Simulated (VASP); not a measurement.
# BN (P6_3mc) in VASP: a series of runs

Runs on BN. Level: r2SCAN. Tasks: single point.

Everything below comes from runs of VASP 6.6.1. Logs are shortened: lines on timing, memory, paths and dates and some standing lists are left out, and cuts for length are marked.

## (1) The structure

It takes space group P6_3mc (No. 186, hexagonal). Conventional cell: a = 2.554 Å, b = 2.554 Å, c = 4.227 Å, α = 90.00°, β = 90.00°, γ = 120.00°. Around N (site symmetry 3m) lie 4 B at 1.57 to 1.58 Å. B (site symmetry 3m) is surrounded by 4 N at 1.57 to 1.58 Å.

Measurements of this composition are mostly on another form, of space group No. 194.

## (2) Single point, r2SCAN

The input, INCAR:

```
  ADDGRID = F
  ALGO = Normal
  EDIFF = 1E-6
  ENCUT = 400
  ISIF = 2
  ISMEAR = 0
  LASPH = T
  LCHARG = F
  LMIXTAU = T
  LREAL = F
  LWAVE = F
  METAGGA = R2SCAN
  NBANDS = 16
  NELM = 100
  PREC = Accurate
  SIGMA = 0.05
```

The input, KPOINTS:

```
k-points
0
Gamma
  7 7 4
```

The input, POSCAR:

```
BN
1.0
    2.5539396017      0.0000000000      0.0000000000
   -1.2769698009      2.2117765748      0.0000000000
    0.0000000000      0.0000000000      4.2268550000
N B
2 2
Direct
    0.3333333333      0.6666666667      0.1252760000
    0.6666666667      0.3333333333      0.6252760000
    0.3333333333      0.6666666667      0.4997240000
    0.6666666667      0.3333333333      0.9997240000
```

Potentials or basis: VASP PAW PBE potentials, release 64 (N_s, B_s).

Command:

```console
> cat potpaw_PBE.64/N_s/POTCAR potpaw_PBE.64/B_s/POTCAR > POTCAR
> mpirun -np 1 vasp_std > vasp.out
```

OUTCAR:

```text
EDIFF = 1E-6
   ENCUT = 400
   ISIF = 2
   ISMEAR = 0
   LASPH = T
   LREAL = F
   METAGGA = R2SCAN
   NELM = 100
   PREC = Accurate

 Found     24 irreducible k-points:

 Following reciprocal coordinates:
            Coordinates               Weight
  0.000000  0.000000  0.000000      1.000000
  0.142857  0.000000  0.000000      6.000000
  0.285714  0.000000  0.000000      6.000000
  0.428571  0.000000  0.000000      6.000000
  0.142857  0.142857  0.000000      6.000000
  0.285714  0.142857  0.000000     12.000000
   k-points           NKPTS =     24   k-points in BZ     NKDIM =     24   number of bands    NBANDS=     16
   number of dos      NEDOS =    301   number of ions     NIONS =      4
   total plane-waves  NPLWV =   9072
   dimension x,y,z NGX =    18 NGY =   18 NGZ =   28
   dimension x,y,z NGXF=    36 NGYF=   36 NGZF=   56
   ions per type =               2   2
   NGX,Y,Z   is equivalent  to a cutoff of  11.72, 11.72, 11.01 a.u.
   NGXF,Y,Z  is equivalent  to a cutoff of  23.43, 23.43, 22.03 a.u.
 SYSTEM =  unknown system
   PREC   = accura    normal or accurate (medium, high low for compatibility)
   ISTART =      0    job   : 0-new  1-cont  2-samecut
   ICHARG =      2    charge: 1-file 2-atom 10-const
   ISPIN  =      1    spin polarized calculation?
   LNONCOLLINEAR =      F non collinear calculations
   LSORBIT =      F    spin-orbit coupling
   LASPH  =      T    aspherical Exc in radial PAW
   ENCUT  =  400.0 eV  29.40 Ry    5.42 a.u.   4.16  4.16  6.89*2*pi/ulx,y,z
   NELM   =    100;   NELMIN=  2; NELMDL= -5     # of ELM steps
   EDIFF  = 0.1E-05   stopping-criterion for ELM
   LREAL  =      F    real-space projection
   EDIFFG = 0.1E-04   stopping-criterion for IOM
   NSW    =      0    number of steps for IOM
   IBRION =     -1    ionic relax: 0-MD 1-quasi-New 2-CG
   NFREE  =      0    steps in history (QN), initial steepest desc. (CG)
   ISIF   =      2    stress and relaxation
   ISYM   =      2    0-nonsym 1-usesym 2-fastsym
   POTIM  = 0.5000    time-step for ionic-motion
   TEBEG  =    0.0;   TEEND  =   0.0 temperature during run
   PSTRESS=    0.0 pullay stress
   NELECT =      16.0000    total number of electrons
   NUPDOWN=      -1.0000    fix difference up-down
   EMIN   =  10.00;   EMAX   =-10.00  energy-range for DOS
   EFERMI =   0.00;   METHOD = LEGACY
   ISMEAR =     0;   SIGMA  =   0.05  broadening in eV -4-tet -1-fermi 0-gaus
   EFERMI_NEDOS =   21; number of points for ismear=-14 and -15
   IALGO  =     38    algorithm
   IMIX   =      4    mixing-type and parameters
     AMIX     =   0.40;   BMIX     =  1.00
     AMIX_MAG =   1.60;   BMIX_MAG =  1.00
  volume/ion in A,a.u.               =       5.97        40.28
  Fermi-wavevector in a.u.,A,eV,Ry     =   1.432600  2.707222 27.923836  2.052344
  Thomas-Fermi vector in A             =   2.552210
   LORBIT       =      0    0 simple, 1 ext, 2 COOP (PROOUT), +10 PAW based schemes
   METAGGA = R2SCAN    functional components
   LHFCALC =     F    Hartree Fock is set to
   AEXX    =    0.0000 exact exchange contribution
   IVDW    =     0    specifies the selected vdW correction
   LEPSILON=     F    determine dielectric tensor
   LRPA    =     F    only Hartree local field effects (RPA)
 non-spin polarized calculation
 Gauss-broadening in eV      SIGMA  =   0.05
  energy-cutoff  :      400.00
  volume of cell :       23.88
 maximum number of plane-waves:       444
 NGX is ok and might be reduce to    18
   NGX =  9   NGY =  9   NGZ = 13

 number of electron      15.9999996 magnetization

 Free energy of the ion-electron system (eV)
  ---------------------------------------------------
  ext. energy  EPLUGINS =         0.00000000
  ---------------------------------------------------
  free energy    TOTEN  =       -38.11542362 eV

  energy without entropy =      -38.11542362  energy(sigma->0) =      -38.11542362

 E-fermi :   9.4104     XC(G=0): -13.5756

 val. band max:        9.1278429107   @ k =   0.0000   0.0000   0.0000
 cond. band min:      15.2505334139   @ k =   0.2857   0.2857   0.0000
 fundamental gap:      6.1226905032
 Fermi energy:         9.4103505008

 k-point     1 :       0.0000    0.0000    0.0000
  band No.  band energies     occupation
      1     -12.2589      2.00000
      2      -8.0665      2.00000
      3      -2.1334      2.00000
      4       6.9345      2.00000
      5       6.9345      2.00000
      6       8.8480      2.00000
[... 8 lines left out ...]
     15      21.8022      0.00000
     16      26.3667      0.00000

 k-point     2 :       0.1429    0.0000    0.0000
  band No.  band energies     occupation
      1     -11.8045      2.00000
      2      -7.7251      2.00000
      3      -1.6819      2.00000
      4       5.0332      2.00000
      5       6.1743      2.00000
      6       7.5191      2.00000
[... 8 lines left out ...]
     15      23.0812      0.00000
     16      25.6052      0.00000

 k-point     3 :       0.2857    0.0000    0.0000
  band No.  band energies     occupation
      1     -10.4964      2.00000
      2      -6.8912      2.00000
      3      -0.3926      2.00000
      4       1.5973      2.00000
      5       4.3739      2.00000
      6       4.8879      2.00000
[... 8 lines left out ...]
     15      25.7503      0.00000
     16      25.8832      0.00000

 k-point     4 :       0.4286    0.0000    0.0000
  band No.  band energies     occupation
      1      -8.6577      2.00000
      2      -6.5497      2.00000
      3      -0.5699      2.00000
      4       1.2261      2.00000
      5       1.7811      2.00000
      6       4.0804      2.00000
[... 8 lines left out ...]
     15      26.4205      0.00000
     16      27.8106      0.00000

 k-point     5 :       0.1429    0.1429    0.0000
  band No.  band energies     occupation
      1     -10.9207      2.00000
      2      -7.1245      2.00000
      3      -0.8074      2.00000
      4       3.0159      2.00000
      5       4.1023      2.00000
      6       5.9777      2.00000
[... 8 lines left out ...]
     15      25.3793      0.00000
     16      25.4856      0.00000

 k-point     6 :       0.2857    0.1429    0.0000
  band No.  band energies     occupation
      1      -9.2997      2.00000
      2      -6.4180      2.00000
      3       0.4651      2.00000
      4       0.7807      2.00000
      5       2.2543      2.00000
      6       3.7510      2.00000
[... 8 lines left out ...]
     15      25.3684      0.00000
     16      26.3547      0.00000

 [... further k-points ...]
[... 5 lines left out ...]
  --------------------------------------------------------------------------------------
  -------------------------------------------------------------------------------------
  Total       -0.5587126     -0.5587126     -0.6513827      0.0000000      0.0000000      0.0000000
  in kB      -37.4912438    -37.4912438    -43.7096724      0.0000000      0.0000000      0.0000000
  external PRESSURE =     -39.5640533 kB  Pullay stress =       0.0000000 kB

 VOLUME and BASIS-vectors are now :
 -----------------------------------------------------------------------------
  energy-cutoff  :      400.00
  volume of cell :       23.88
      direct lattice vectors                 reciprocal lattice vectors
     2.553939602  0.000000000  0.000000000     0.391551938  0.226062617  0.000000000
    -1.276969801  2.211776575  0.000000000     0.000000000  0.452125233  0.000000000
     0.000000000  0.000000000  4.226855000     0.000000000  0.000000000  0.236582518

 POSITION                                       TOTAL-FORCE (eV/Angst)
 -----------------------------------------------------------------------------------
     -0.00000      1.47452      0.52952         0.000000      0.000000     -0.021056
      1.27697      0.73726      2.64295        -0.000000     -0.000000     -0.021056
     -0.00000      1.47452      2.11226         0.000000     -0.000000      0.021056
      1.27697      0.73726      4.22569         0.000000      0.000000      0.021056
 -----------------------------------------------------------------------------------
    total drift:                               -0.000000     -0.000000     -0.000693

  FREE ENERGIE OF THE ION-ELECTRON SYSTEM (eV)
  ---------------------------------------------------
  free  energy   TOTEN  =       -38.1154236193 eV

  energy  without entropy=      -38.1154236193  energy(sigma->0) =      -38.11542362
```

OSZICAR:

```text
N       E                     dE             d eps       ncg     rms          rms(c)
DAV:   1     0.656487096326E+02    0.65649E+02   -0.66659E+03   968   0.917E+02
DAV:   2    -0.408256872227E+02   -0.10647E+03   -0.98515E+02  1248   0.402E+02
DAV:   3    -0.444548489777E+02   -0.36292E+01   -0.36149E+01  1160   0.789E+01
DAV:   4    -0.444690128161E+02   -0.14164E-01   -0.14160E-01  1016   0.383E+00
[... 14 lines left out ...]
DAV:  19    -0.381154210862E+02   -0.16390E-03   -0.27069E-05   944   0.507E-02    0.904E-02
DAV:  20    -0.381154274700E+02   -0.63839E-05   -0.12655E-05  1216   0.933E-02    0.609E-02
DAV:  21    -0.381154215968E+02    0.58732E-05   -0.19860E-06   656   0.185E-02    0.710E-02
DAV:  22    -0.381154244249E+02   -0.28280E-05   -0.75702E-07   712   0.345E-02    0.307E-02
DAV:  23    -0.381154236193E+02    0.80557E-06   -0.10213E-06   400   0.109E-02
   1 F= -.38115424E+02 E0= -.38115424E+02  d E =-.393239E-17
```

It took 36 s on 1 thread of Intel Xeon Platinum 8488C (Sapphire Rapids), shared host; peak memory 0.12 GiB.

The run converged, but some of its settings lie outside the range that counts as converged, so its numbers aren't taken as properties of the crystal.

Results:

```
Free energy            : -38.1154 eV
Pressure               : -4.0 GPa
Largest force          : 0.021 eV/Å
Band gap on the k mesh : 6.12 eV, indirect (least direct gap 8.91 eV)
```

Caveat: the PAW data sets were made with another functional, which shifts forces and pressure a little; an odd mesh through Γ misses points on the zone boundary, where band edges often lie.

## (3) Single point, r2SCAN

INCAR, as its differences from that of step 2:

```diff
@@ -15,2 +15,2 @@
   PREC = Accurate
-  SIGMA = 0.05
+  SIGMA = 0.5
```

KPOINTS is that of step 2.

POSCAR is that of step 2.

Potentials or basis: VASP PAW PBE potentials, release 64 (N_s, B_s).

Command:

```console
> cat potpaw_PBE.64/N_s/POTCAR potpaw_PBE.64/B_s/POTCAR > POTCAR
> mpirun -np 1 vasp_std > vasp.out
```

OUTCAR:

```text
EDIFF = 1E-6
   ENCUT = 400
   ISIF = 2
   ISMEAR = 0
   LASPH = T
   LREAL = F
   METAGGA = R2SCAN
   NELM = 100
   PREC = Accurate

 Found     24 irreducible k-points:

 Following reciprocal coordinates:
            Coordinates               Weight
  0.000000  0.000000  0.000000      1.000000
  0.142857  0.000000  0.000000      6.000000
  0.285714  0.000000  0.000000      6.000000
[... 179 lines left out ...]
      5       2.2543      2.00000
      6       3.7510      2.00000
[... 8 lines left out ...]
     15      25.3684      0.00000
     16      26.3547      0.00000

 [... further k-points ...]
[... 5 lines left out ...]
  --------------------------------------------------------------------------------------
  -------------------------------------------------------------------------------------
  Total       -0.5587126     -0.5587126     -0.6513826      0.0000000      0.0000000      0.0000000
  in kB      -37.4912443    -37.4912443    -43.7096706      0.0000000      0.0000000      0.0000000
  external PRESSURE =     -39.5640531 kB  Pullay stress =       0.0000000 kB

 VOLUME and BASIS-vectors are now :
 -----------------------------------------------------------------------------
  energy-cutoff  :      400.00
  volume of cell :       23.88
      direct lattice vectors                 reciprocal lattice vectors
     2.553939602  0.000000000  0.000000000     0.391551938  0.226062617  0.000000000
    -1.276969801  2.211776575  0.000000000     0.000000000  0.452125233  0.000000000
     0.000000000  0.000000000  4.226855000     0.000000000  0.000000000  0.236582518

 POSITION                                       TOTAL-FORCE (eV/Angst)
 -----------------------------------------------------------------------------------
     -0.00000      1.47452      0.52952         0.000000     -0.000000     -0.021056
      1.27697      0.73726      2.64295        -0.000000      0.000000     -0.021056
     -0.00000      1.47452      2.11226        -0.000000      0.000000      0.021056
      1.27697      0.73726      4.22569         0.000000      0.000000      0.021056
 -----------------------------------------------------------------------------------
    total drift:                               -0.000000     -0.000000     -0.000693

  FREE ENERGIE OF THE ION-ELECTRON SYSTEM (eV)
  ---------------------------------------------------
  free  energy   TOTEN  =       -38.1154236194 eV

  energy  without entropy=      -38.1154236193  energy(sigma->0) =      -38.11542362
```

OSZICAR:

```text
N       E                     dE             d eps       ncg     rms          rms(c)
DAV:   1     0.656183469435E+02    0.65618E+02   -0.66659E+03   968   0.917E+02
DAV:   2    -0.408256872229E+02   -0.10644E+03   -0.98603E+02  1248   0.402E+02
DAV:   3    -0.444548489781E+02   -0.36292E+01   -0.36149E+01  1160   0.789E+01
DAV:   4    -0.444690128162E+02   -0.14164E-01   -0.14160E-01  1016   0.383E+00
[... 14 lines left out ...]
DAV:  19    -0.381154210863E+02   -0.16390E-03   -0.27069E-05   944   0.507E-02    0.904E-02
DAV:  20    -0.381154274702E+02   -0.63839E-05   -0.12655E-05  1216   0.933E-02    0.609E-02
DAV:  21    -0.381154215969E+02    0.58732E-05   -0.19860E-06   656   0.185E-02    0.710E-02
DAV:  22    -0.381154244250E+02   -0.28281E-05   -0.75702E-07   712   0.345E-02    0.307E-02
DAV:  23    -0.381154236194E+02    0.80562E-06   -0.10213E-06   400   0.109E-02
   1 F= -.38115424E+02 E0= -.38115424E+02  d E =-.256758E-10
```

Wall time 51 s (1 thread of Intel Xeon Platinum 8488C (Sapphire Rapids), shared host); peak memory 0.12 GiB.

The run converged, but some of its settings lie outside the range that counts as converged, so its numbers aren't taken as properties of the crystal.

What came out:

| Item | Value |
| --- | --- |
| Free energy | -38.1154 eV |
| Pressure | -4.0 GPa |
| Largest force | 0.021 eV/Å |
| Band gap on the k mesh | 6.12 eV, indirect (least direct gap 8.91 eV) |

Caveat: the PAW data sets were made with another functional, which shifts forces and pressure a little; an odd mesh through Γ misses points on the zone boundary, where band edges often lie.

## (4) Single point, r2SCAN

INCAR, as its differences from that of step 3:

```diff
@@ -15,2 +15,2 @@
   PREC = Accurate
-  SIGMA = 0.5
+  SIGMA = 0.2
```

KPOINTS is that of step 3.

POSCAR is that of step 3.

Command:

```console
> cat potpaw_PBE.64/N_s/POTCAR potpaw_PBE.64/B_s/POTCAR > POTCAR
> mpirun -np 1 vasp_std > vasp.out
```

It took 35 s on 1 thread of Intel Xeon Platinum 8488C (Sapphire Rapids), shared host; peak memory 0.12 GiB.

The run converged, but some of its settings lie outside the range that counts as converged, so its numbers aren't taken as properties of the crystal.

What came out:

* Free energy: -38.1154 eV
* Pressure: -4.0 GPa
* Largest force: 0.021 eV/Å
* Band gap on the k mesh: 6.12 eV, indirect (least direct gap 8.91 eV)

Caveat: the PAW data sets were made with another functional, which shifts forces and pressure a little; an odd mesh through Γ misses points on the zone boundary, where band edges often lie.

## (5) Single point, r2SCAN

INCAR, as its differences from that of step 4:

```diff
@@ -15,2 +15,2 @@
   PREC = Accurate
-  SIGMA = 0.2
+  SIGMA = 0.01
```

KPOINTS is that of step 4.

POSCAR is that of step 4.

Command:

```console
> cat potpaw_PBE.64/N_s/POTCAR potpaw_PBE.64/B_s/POTCAR > POTCAR
> mpirun -np 1 vasp_std > vasp.out
```

It took 38 s on 1 thread of Intel Xeon Platinum 8488C (Sapphire Rapids), shared host; peak memory 0.12 GiB.

These settings aren't checked as converged: the numbers below hold their error.

Results:

| Quantity | Value |
| --- | --- |
| Free energy | -38.1154 eV |
| Pressure | -4.0 GPa |
| Largest force | 0.021 eV/Å |
| Band gap on the k mesh | 6.12 eV, indirect (least direct gap 8.91 eV) |

Caveat: the PAW data sets were made with another functional, which shifts forces and pressure a little; an odd mesh through Γ misses points on the zone boundary, where band edges often lie.

## (6) Single point, r2SCAN

INCAR, as its differences from that of step 5:

```diff
@@ -14,3 +14,3 @@
   NELM = 100
-  PREC = Accurate
-  SIGMA = 0.01
+  PREC = Low
+  SIGMA = 0.05
```

KPOINTS is that of step 5.

POSCAR is that of step 5.

Potentials or basis: VASP PAW PBE potentials, release 64 (N_s, B_s).

Command:

```console
> cat potpaw_PBE.64/N_s/POTCAR potpaw_PBE.64/B_s/POTCAR > POTCAR
> mpirun -np 1 vasp_std > vasp.out
```

Wall time 19 s (1 thread of Intel Xeon Platinum 8488C (Sapphire Rapids), shared host); peak memory 0.1 GiB.

The run converged, but some of its settings lie outside the range that counts as converged, so its numbers aren't taken as properties of the crystal.

Results:

* Free energy: -38.1172 eV
* Pressure: -4.0 GPa
* Largest force: 0.025 eV/Å
* Band gap on the k mesh: 6.12 eV, indirect (least direct gap 8.91 eV)

Caveat: the PAW data sets were made with another functional, which shifts forces and pressure a little; an odd mesh through Γ misses points on the zone boundary, where band edges often lie.
